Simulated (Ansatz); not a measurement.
Rock-salt NaBr, treated with HSE06 (PAW; Ansatz, an electronic-structure program).

A relaxed, unreconstructed slab of the (100) face has 12 atoms, two equal faces of 17.950 Å² each and an energy of -25649.3761 eV. A bulk cell of 4 atoms with the same orientation and in-plane k mesh has -8549.8862 eV. Energies are extrapolated to zero smearing.

Numerical settings: plane-wave cutoff 500 eV, 6×6×1 k mesh (along the axes of the cell as run), gaussian smearing 0.02 eV, scalar-relativistic PAW data made under PBE.

Worked out: γ = (E_slab − N E_bulk per atom)/2A = [-25649.3761 − 12 × (-8549.8862/4)]/(2 × 17.950) = 0.0079 eV/Å². With 16.022 J/m² per eV/Å² this is 0.13 J/m², or 0.14 eV per surface cell and face.

Note: the run warned that its SCF threshold was loose for the stress; the run warned that its exchange threshold was loose for the stress.
